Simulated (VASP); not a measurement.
# Ge (Fd-3m) in VASP: settings compared

The runs below take Ge through single point, with PBE, PBEsol.

All numbers are computed with VASP 6.6.1; they aren't measurements. Logs are shortened: lines on timing, memory, paths and dates and some standing lists are left out, and cuts for length are marked.

**What was measured.**

“Electronic and optical properties of SixGe1-x-ySny alloys lattice-matched to Ge”, 2021, arxiv:2109.02782 reports, for a bulk crystal of Ge at 293 K: band gap 0.666 eV (indirect).

The runs below are set against these values where they give the same quantity.

## Step 1: The crystal as given

Symmetry: Fd-3m, No. 227, cubic system. Conventional cell: a = 5.658 Å, b = 5.658 Å, c = 5.658 Å, α = 90.00°, β = 90.00°, γ = 90.00°. Ge (site symmetry -43m) has 4 Ge at 2.45 Å as nearest neighbours.

## Step 2: Single point, PBE

Contents of INCAR:

```
SYSTEM = Ge
PREC = Accurate ; ENCUT = 520
EDIFF = 1E-6 ; ISMEAR = 0
SIGMA = 0.012 ; LREAL = .False.
LASPH = .True. ; NELM = 60
ALGO = Normal ; ISIF = 2
LWAVE = .False. ; LCHARG = .False.
GGA = PE
```

Contents of KPOINTS:

```
regular mesh
0
Gamma
  8 8 8
  0 0 0
```

Contents of POSCAR:

```
Ge
1.0
    0.0000000000      2.8289100000      2.8289100000
    2.8289100000      0.0000000000      2.8289100000
    2.8289100000      2.8289100000      0.0000000000
Ge
2
Direct
    0.7500000000      0.7500000000      0.7500000000
    0.5000000000      0.5000000000      0.5000000000
```

Potentials or basis: VASP PAW PBE potentials, release 64 (Ge_d).

Command:

```bash
cat potpaw_PBE.64/Ge_d/POTCAR > POTCAR
mpirun -np 1 vasp_std > vasp.out
```

OUTCAR:

```text
SYSTEM = Ge
   PREC = Accurate
   ENCUT = 520
   EDIFF = 1E-6
   ISMEAR = 0
   LREAL = .False.
   LASPH = .True.
   NELM = 60
   ISIF = 2
   GGA = PE

 ion  position               nearest neighbor table
   1  0.750  0.750  0.750-   2 2.45   2 2.45   2 2.45   2 2.45
   2  0.500  0.500  0.500-   1 2.45   1 2.45   1 2.45   1 2.45

  LATTYP: Found a face centered cubic cell.
 ALAT       =     5.6578200000

  Lattice vectors:

 A1 = (   0.0000000000,   2.8289100000,   2.8289100000)
 A2 = (   2.8289100000,   0.0000000000,   2.8289100000)
 A3 = (   2.8289100000,   2.8289100000,   0.0000000000)

Analysis of symmetry for initial positions (statically):
=====================================================================
 Subroutine PRICEL returns:
 Original cell was already a primitive cell.

 Routine SETGRP: Setting up the symmetry group for a
 face centered cubic supercell.

 Subroutine GETGRP returns: Found 48 space group operations
 (whereof 24 operations were pure point group operations)
 out of a pool of 48 trial point group operations.

The static configuration has the point symmetry T_d .
 The point group associated with its full space group is O_h .

Analysis of symmetry for dynamics (positions and initial velocities):
=====================================================================
 Subroutine PRICEL returns:
 Original cell was already a primitive cell.

 Routine SETGRP: Setting up the symmetry group for a
 face centered cubic supercell.

 Subroutine GETGRP returns: Found 48 space group operations
 (whereof 24 operations were pure point group operations)
 out of a pool of 48 trial point group operations.

The dynamic configuration has the point symmetry T_d .
 The point group associated with its full space group is O_h .

 Subroutine INISYM returns: Found 48 space group operations
 (whereof 24 operations are pure point group operations),
 and found     1 'primitive' translations

----------------------------------------------------------------------------------------

                                     Primitive cell

  volume of cell :      45.2780

  direct lattice vectors                    reciprocal lattice vectors
     0.000000000  2.828910000  2.828910000    -0.176746521  0.176746521  0.176746521
     2.828910000  0.000000000  2.828910000     0.176746521 -0.176746521  0.176746521
     2.828910000  2.828910000  0.000000000     0.176746521  0.176746521 -0.176746521

  length of vectors
     4.000682889  4.000682889  4.000682889     0.306133954  0.306133954  0.306133954

[... 81 lines left out ...]
   LREAL  =      F    real-space projection
   EDIFFG = 0.1E-04   stopping-criterion for IOM
   NSW    =      0    number of steps for IOM
   IBRION =     -1    ionic relax: 0-MD 1-quasi-New 2-CG
   NFREE  =      0    steps in history (QN), initial steepest desc. (CG)
   ISIF   =      2    stress and relaxation
   ISYM   =      2    0-nonsym 1-usesym 2-fastsym
   POTIM  = 0.5000    time-step for ionic-motion
   TEBEG  =    0.0;   TEEND  =   0.0 temperature during run
   PSTRESS=    0.0 pullay stress
   NELECT =      28.0000    total number of electrons
   NUPDOWN=      -1.0000    fix difference up-down
   EMIN   =  10.00;   EMAX   =-10.00  energy-range for DOS
   EFERMI =   0.00;   METHOD = LEGACY
   ISMEAR =     0;   SIGMA  =   0.01  broadening in eV -4-tet -1-fermi 0-gaus
   EFERMI_NEDOS =   21; number of points for ismear=-14 and -15
   IALGO  =     38    algorithm
   IMIX   =      4    mixing-type and parameters
     AMIX     =   0.40;   BMIX     =  1.00
     AMIX_MAG =   1.60;   BMIX_MAG =  1.00
  volume/ion in A,a.u.               =      22.64       152.78
  Fermi-wavevector in a.u.,A,eV,Ry     =   1.394756  2.635708 26.468033  1.945346
  Thomas-Fermi vector in A             =   2.518275
   LORBIT       =      0    0 simple, 1 ext, 2 COOP (PROOUT), +10 PAW based schemes
   GGA     = PE    functional components
   LHFCALC =     F    Hartree Fock is set to
   AEXX    =    0.0000 exact exchange contribution
   IVDW    =     0    specifies the selected vdW correction
   LEPSILON=     F    determine dielectric tensor
   LRPA    =     F    only Hartree local field effects (RPA)
 non-spin polarized calculation
 Gauss-broadening in eV      SIGMA  =   0.01
  energy-cutoff  :      520.00
  volume of cell :       45.28
 maximum number of plane-waves:      1243
 NGX is ok and might be reduce to    30
   NGX = 15   NGY = 15   NGZ = 15

 number of electron      28.0000022 magnetization

 Free energy of the ion-electron system (eV)
  ---------------------------------------------------
  ext. energy  EPLUGINS =         0.00000000
  ---------------------------------------------------
  free energy    TOTEN  =        -8.99883228 eV

  energy without entropy =       -8.99882669  energy(sigma->0) =       -8.99882948

 E-fermi :   5.0137     XC(G=0):  -9.9229

 val. band max:        4.9944922745   @ k =   0.0000   0.0000   0.0000
 cond. band min:       5.0291126282   @ k =   0.0000   0.0000   0.0000
 fundamental gap:      0.0346203538
 Fermi energy:         5.0137353282

 k-point     1 :       0.0000    0.0000    0.0000
  band No.  band energies     occupation
      1     -19.8211      2.00000
      2     -19.8211      2.00000
      3     -19.8211      2.00000
      4     -19.7850      2.00000
      5     -19.7850      2.00000
      6     -19.5744      2.00000
[... 481 lines left out ...]
      5     -19.7090      2.00000
      6     -19.6544      2.00000
[... 10 lines left out ...]
     17      10.7898      0.00000
     18      11.9473      0.00000

 [... further k-points ...]

------------------------ aborting loop because EDIFF is reached ----------------------------------------

  FORCE on cell =-STRESS in cart. coord.  units (eV):
  Direction    XX          YY          ZZ          XY          YZ          ZX
  --------------------------------------------------------------------------------------
  -------------------------------------------------------------------------------------
  Total        0.9725095      0.9725095      0.9725095      0.0000000      0.0000000     -0.0000000
  in kB       34.4125664     34.4125664     34.4125664      0.0000000      0.0000000     -0.0000000
  external PRESSURE =      34.4125664 kB  Pullay stress =       0.0000000 kB

 VOLUME and BASIS-vectors are now :
 -----------------------------------------------------------------------------
  energy-cutoff  :      520.00
  volume of cell :       45.28
      direct lattice vectors                 reciprocal lattice vectors
     0.000000000  2.828910000  2.828910000    -0.176746521  0.176746521  0.176746521
     2.828910000  0.000000000  2.828910000     0.176746521 -0.176746521  0.176746521
     2.828910000  2.828910000  0.000000000     0.176746521  0.176746521 -0.176746521

 POSITION                                       TOTAL-FORCE (eV/Angst)
 -----------------------------------------------------------------------------------
      4.24336      4.24336      4.24336        -0.000000     -0.000000      0.000000
      2.82891      2.82891      2.82891         0.000000      0.000000     -0.000000
 -----------------------------------------------------------------------------------
    total drift:                                0.000000     -0.000000     -0.000000

  FREE ENERGIE OF THE ION-ELECTRON SYSTEM (eV)
  ---------------------------------------------------
  free  energy   TOTEN  =        -8.9988322780 eV

  energy  without entropy=       -8.9988266894  energy(sigma->0) =       -8.99882948
```

OSZICAR:

```text
N       E                     dE             d eps       ncg     rms          rms(c)
DAV:   1     0.167152562314E+03    0.16715E+03   -0.15697E+04  1074   0.424E+03
DAV:   2     0.122333778800E+02   -0.15492E+03   -0.15226E+03  1044   0.542E+02
DAV:   3    -0.844706581780E+01   -0.20680E+02   -0.20525E+02  1134   0.148E+02
DAV:   4    -0.907647010063E+01   -0.62940E+00   -0.62858E+00  1186   0.301E+01
DAV:   5    -0.908703040091E+01   -0.10560E-01   -0.10559E-01  1182   0.405E+00    0.321E+00
DAV:   6    -0.902781029684E+01    0.59220E-01   -0.24833E-02  1114   0.167E+00    0.191E+00
DAV:   7    -0.899693480062E+01    0.30875E-01   -0.56572E-02  1112   0.228E+00    0.148E-01
DAV:   8    -0.899866718795E+01   -0.17324E-02   -0.61654E-03  1138   0.108E+00    0.415E-02
DAV:   9    -0.899881647750E+01   -0.14929E-03   -0.25693E-04  1192   0.229E-01    0.146E-02
DAV:  10    -0.899883059159E+01   -0.14114E-04   -0.43515E-05  1188   0.898E-02    0.577E-03
DAV:  11    -0.899883231869E+01   -0.17271E-05   -0.67250E-06  1296   0.477E-02    0.170E-03
DAV:  12    -0.899883227796E+01    0.40734E-07   -0.24616E-07   566   0.970E-03
   1 F= -.89988323E+01 E0= -.89988295E+01  d E =-.558860E-05
```

It took 20 s on 1 thread of Intel Xeon Platinum 8259CL at 2.50GHz (Skylake/Cascade Lake), shared host; peak memory 0.16 GiB.

Results:

```
Free energy            : -8.9988 eV
Pressure               : 3.4 GPa
Band gap on the k mesh : 0.03 eV, direct
```

## Step 3: Single point, PBEsol (grid = ENCUT=350 dk=1.6 cell=2x2x1 ISMEAR=0 SIGMA=0.05 LREAL=Auto EDIFF=1e-06)

Contents of INCAR:

```
  ALGO = Fast
  EDIFF = 1E-6
  ENCUT = 350
  GGA = PS
  ISIF = 2
  ISMEAR = 0
  LASPH = True
  LCHARG = False
  LREAL = Auto
  LWAVE = False
  NBANDS = 59
  NELM = 120
  PREC = Accurate
  SIGMA = 0.05
```

Contents of KPOINTS:

```
k-points
0
Gamma
  2 2 2
```

Contents of POSCAR:

```
SiGe7
1.0
    0.0000000000      5.6578200000      5.6578200000
    5.6578200000      0.0000000000      5.6578200000
    2.8289100000      2.8289100000      0.0000000000
Si Ge
1 7
Direct
    0.3750000000      0.3750000000      0.7500000000
    0.3750000000      0.8750000000      0.7500000000
    0.8750000000      0.3750000000      0.7500000000
    0.8750000000      0.8750000000      0.7500000000
    0.2500000000      0.2500000000      0.5000000000
    0.2500000000      0.7500000000      0.5000000000
    0.7500000000      0.2500000000      0.5000000000
    0.7500000000      0.7500000000      0.5000000000
```

Potentials or basis: VASP PAW PBE potentials, release 64 (Si, Ge_d).

Command:

```bash
cat potpaw_PBE.64/Si/POTCAR potpaw_PBE.64/Ge_d/POTCAR > POTCAR
mpirun -np 1 vasp_std > vasp.out
```

Run time: 42 s. Hardware: 1 thread of Intel Xeon 6975P-C (Granite Rapids), shared host; peak memory 0.23 GiB.

These settings aren't checked as converged: the numbers below hold their error.

What came out:

| Property | Result |
| --- | --- |
| Free energy | -37.4654 eV |
| Largest force | 0.538 eV/Å |
| Band gap on the k mesh | 0.10 eV, direct |

Caveat: the k mesh is coarse (spacing up to 0.96 Å⁻¹), so the values aren't converged; the cutoff is under 1.25 times the usual one of these potentials, so pressure, stress and relaxed cells hold a basis-set (Pulay) error; the PAW data sets were made with another functional, which shifts forces and pressure a little.

## Step 4: Single point, PBEsol (grid = ENCUT=350 dk=0.9 cell=2x2x1 ISMEAR=0 SIGMA=0.05 LREAL=Auto EDIFF=1e-06)

INCAR is that of step 3.

Contents of KPOINTS:

```
k-points
0
Gamma
  3 3 3
```

POSCAR is that of step 3.

Command:

```bash
cat potpaw_PBE.64/Si/POTCAR potpaw_PBE.64/Ge_d/POTCAR > POTCAR
mpirun -np 1 vasp_std > vasp.out
```

It took 68 s on 1 thread of Intel Xeon 6975P-C (Granite Rapids), shared host; peak memory 0.24 GiB.

The run converged, but some of its settings lie outside the range that counts as converged, so its numbers aren't taken as properties of the crystal.

Results:

```
Free energy            : -39.5979 eV
Largest force          : 0.472 eV/Å
Band gap on the k mesh : 0.10 eV, direct
```

Caveat: the k mesh is coarse (spacing up to 0.64 Å⁻¹), so the values aren't converged; the cutoff is under 1.25 times the usual one of these potentials, so pressure, stress and relaxed cells hold a basis-set (Pulay) error; the PAW data sets were made with another functional, which shifts forces and pressure a little.

## Step 5: Single point, PBEsol (grid = ENCUT=350 dk=0.6 cell=2x2x1 ISMEAR=0 SIGMA=0.05 LREAL=Auto EDIFF=1e-06)

INCAR is that of step 4.

Contents of KPOINTS:

```
k-points
0
Gamma
  4 4 4
```

POSCAR is that of step 4.

Command:

```bash
cat potpaw_PBE.64/Si/POTCAR potpaw_PBE.64/Ge_d/POTCAR > POTCAR
mpirun -np 1 vasp_std > vasp.out
```

Run time: 2.6 min. Hardware: 1 thread of Intel Xeon 6975P-C (Granite Rapids), shared host; peak memory 0.26 GiB.

The run converged, but some of its settings lie outside the range that counts as converged, so its numbers aren't taken as properties of the crystal.

What came out:

* Free energy: -40.0423 eV
* Largest force: 0.474 eV/Å
* Band gap on the k mesh: 0.10 eV, direct

Caveat: the k mesh is coarse (spacing up to 0.48 Å⁻¹), so the values aren't converged; the cutoff is under 1.25 times the usual one of these potentials, so pressure, stress and relaxed cells hold a basis-set (Pulay) error; the PAW data sets were made with another functional, which shifts forces and pressure a little.

## Step 6: For comparison

An earlier run on the cell as given: functional PBEsol; potentials or basis VASP PAW PBE potentials, release 64 (Ge_d); cutoff 520 eV; k mesh 8 × 8 × 8; occupations fermi-dirac, width 0.05 eV; no spin polarisation.

- Pressure: 0.5 GPa
- Band gap on the k mesh: none (metal or under the smearing width)

## Step 7: Comparison with measurements

Step 2. Against the measured gap of Ge, 0.666 eV (indirect; 293 K; “Electronic and optical properties of SixGe1-x-ySny alloys lattice-matched to Ge”, 2021, arxiv:2109.02782), the calculated 0.03 eV is off by -0.63 eV. 3 values of this kind are on record (0.666 to 0.807 eV); this one was drawn at random among those near their median. Spin-orbit coupling on Ge is left out. The value is that of PBE on a finite k mesh, which can miss the band edges, without temperature or zero-point motion. Semilocal functionals fall short of measured gaps as a rule.
